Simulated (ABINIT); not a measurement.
Runs of ABINIT 10.8.3 (patched build) on Pd. Symmetry: Fm-3m, No. 225, cubic system. The conventional cell has a = 3.893 Å, b = 3.893 Å, c = 3.893 Å, α = 90.00°, β = 90.00°, γ = 90.00°. Pd (site symmetry m-3m) is surrounded by 12 Pd at 2.75 Å. 

| task | level | potentials or basis | cell | k mesh | cutoff (eV) | smearing | stop of the response cycle (tolvrs) | q points | q points (reduced) | cell freedom (optcell) | optimiser (ionmov) | gap on the mesh (eV) | pressure (GPa) | relaxed volume (Å³/atom) |
| --- | --- | --- | --- | --- | --- | --- | --- | --- | --- | --- | --- | --- | --- | --- |
| phonons at a zone-boundary q | LDA | PseudoDojo NC SR LDA v0.4.1 standard | as given | 14 × 14 × 14 | 1007 | cold (ABINIT) 0.136 eV | 1e-08 | ["X", "L"] | [[0.5, 0.0, 0.5], [0.5, 0.5, 0.5]] | - | - | none | - | - |
| relaxation of cell and atoms | PBE | SPMS NC PBE v1.0 | relaxed | 9 × 9 × 9 | 898 | fermi-dirac 0.05 eV | - | - | - | 2 | 2 | none | 0.0 | (a) |
| positron lifetime | PBE | JTH PAW PBE v2.0 | as given | 8 × 8 × 8 | 490 | fermi-dirac 0.1 eV | - | - | - | - | - | none | - | - |
| single point | LDA | PseudoDojo NC SR LDA v0.4.1 standard | as given | 9 × 9 × 9 | 1007 | fermi-dirac 0.05 eV | - | - | - | - | - | none | - | - |
| single point | PBE | PseudoDojo NC SR PBE v0.5 stringent | as given | 9 × 9 × 9 | 1007 | fermi-dirac 0.05 eV | - | - | - | - | - | none | 5.7 | - |
| relaxation of cell and atoms | PBEsol | PseudoDojo NC SR PBEsol v0.4.1 standard | relaxed | 9 × 9 × 9 | 1116 | fermi-dirac 0.05 eV | - | - | - | 2 | 2 | none | 0.0 | 14.53 |
| positron lifetime | LDA | JTH PAW LDA v2.0 | as given | 8 × 8 × 8 | 490 | methfessel-paxton 0.136 eV | - | - | - | - | - | none | - | - |

Alike in all rows: no spin polarisation.

Problem. Fill in the values left out.

Solution. (a) 15.35.

Caveats: the PAW basis is incomplete for the positron (some runs).

A k mesh can miss the band edges, and the runs leave out spin-orbit coupling on Pd.

A gap of «none» marks a metal or a gap under the smearing width.

Not every run made on this cell is shown here.
